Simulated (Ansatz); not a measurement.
Input for Ansatz (plane-wave DFT, PAW):

```yaml
crystal:
  lattice:
    - [-1.2443866983, 1.2116802414, 1.2275196903]
    - [1.261955454, -1.2040111412, 1.2374193458]
    - [1.2339106071, 1.1935350501, -1.21985059]
  atoms:
    - { symbol: Be, position: [0.0, 0.0, 0.0] }
basis:
  ecutwfc: 420
kpoints:
  mp_grid: { grid: [20, 20, 20] }
hamiltonian:
  xc: pbesol
scf:
  occupations: { method: gaussian, width: 0.1 }
output:
  forces: true
  stress: true
  eigenvalues: true
```

Run as
```bash
ansatz run input.yaml --threads 1 --pin off --max-ram 1331MiB --backend cpu --events-out ev --progress --plain --runs-dir out
```

Method: DFT PBEsol, scalar-relativistic, plane waves, PAW (Ansatz 0.2.0).

Abridged output (iterations and final results):

```
SCF iter   1: F=—  HF=-90.242641 eV  |F-HF|=—  |Δ(HF+E_count)|=         —  Δρ=6.53e-4  dr2=1.36e-5  ethr=1.77e-3  ⟨swp⟩=4.5  Hψ=182867  notcnv=0
SCF iter   2: F=—  HF=-90.242630 eV  |F-HF|=—  |Δ(HF+E_count)|=   1.09e-5  Δρ=3.09e-4  dr2=2.80e-6  ethr=6.79e-7  ⟨swp⟩=1.9  Hψ=55753  notcnv=0
SCF iter   3: F=-90.242605 eV  HF=-90.242605 eV  |F-HF|=3.63e-9  |Δ(HF+E_count)|=   2.51e-5  Δρ=1.75e-5  dr2=1.41e-8  ethr=1.40e-7  ⟨swp⟩=2.0  Hψ=24723  notcnv=0
SCF iter   4: F=-90.242605 eV  HF=-90.242605 eV  |F-HF|=9.05e-11  |Δ(HF+E_count)|=   3.35e-9  Δρ=1.05e-6  dr2=2.89e-11  ethr=7.04e-10  ⟨swp⟩=1.0  Hψ=20703  notcnv=0
SCF iter   5: F=-90.242605 eV  HF=-90.242605 eV  |F-HF|=2.56e-13  |Δ(HF+E_count)|=  8.59e-11  Δρ=1.61e-7  dr2=4.39e-13  ethr=1.44e-12  ⟨swp⟩=2.0  Hψ=24731  notcnv=0
SCF iter   6: F=-90.242605 eV  HF=-90.242605 eV  |F-HF|=5.68e-14  |Δ(HF+E_count)|=  3.13e-13  Δρ=2.91e-9  dr2=1.71e-16  ethr=1.00e-12  ⟨swp⟩=1.0  Hψ=48728  notcnv=0
SCF 1 converged in 6 iterations: F = -90.242605 eV  dr2 = 1.71e-16
SCF converged after 6 iterations
Free energy (F): -90.242605 eV
Harris-Foulkes:  -90.242605 eV  (|F-HF|=5.68e-14)
Internal energy: -90.241891 eV  (E = F + TS)
E sigma→0 (E₀):  -90.242248 eV
Entropy (-TS):   -0.000715 eV (-0.715 meV/atom)
Fermi energy:    9.612218 eV
--- Per-component energies (eV) ---
  E_band       = 7.047677
  E_kinetic    = 22.078556
  E_local      = 3.215331  (includes V_loc(G=0)·N_el)
  E_nonlocal   = 4.419382
  E_hartree    = 0.024505
  E_xc         = -20.035920
  E_vxc        = -21.318772  (∫ρ·V_xc dr)
  E_paw        = -57.264009  (= ΣΔE_a)
  E_vpaw       = -1.395829  (= ΣTr[D̂ρ^β])
  E_aug_tail   = -0.000001  (compensation charges beyond the density's cutoff)
  E_ewald      = -42.689266
  E_core_change = 0.009531  (= ΣΔE_core)
  E_smearing   = -0.000715  (= −TS)
--- Forces (eV/Å), atoms counted from 1 ---
  atom   1  Be     0.00000000     0.00000000     0.00000000
--- Stress (GPa, compression-positive) ---
        3.997561       2.020075      -3.130731
        2.020075       9.410278      -1.521161
       -3.130731      -1.521161       5.527648
  P = ⅓ Tr σ = 6.3118 GPa (63.118 kbar)
--- Band table (eV; the first three rows and the last of 4004) ---
  k-point 0: bands = ["-2.9633", "29.5917", "29.9803", "30.2969", "40.4530"]
  k-point 1: bands = ["-2.8729", "29.2899", "29.7539", "29.8872", "39.9942"]
  k-point 2: bands = ["-2.6014", "28.2957", "28.5584", "29.4220", "38.1639"]
  k-point 4003: bands = ["13.0807", "13.6274", "14.6330", "19.3069", "20.1136"]
```

Self-consistency was reached.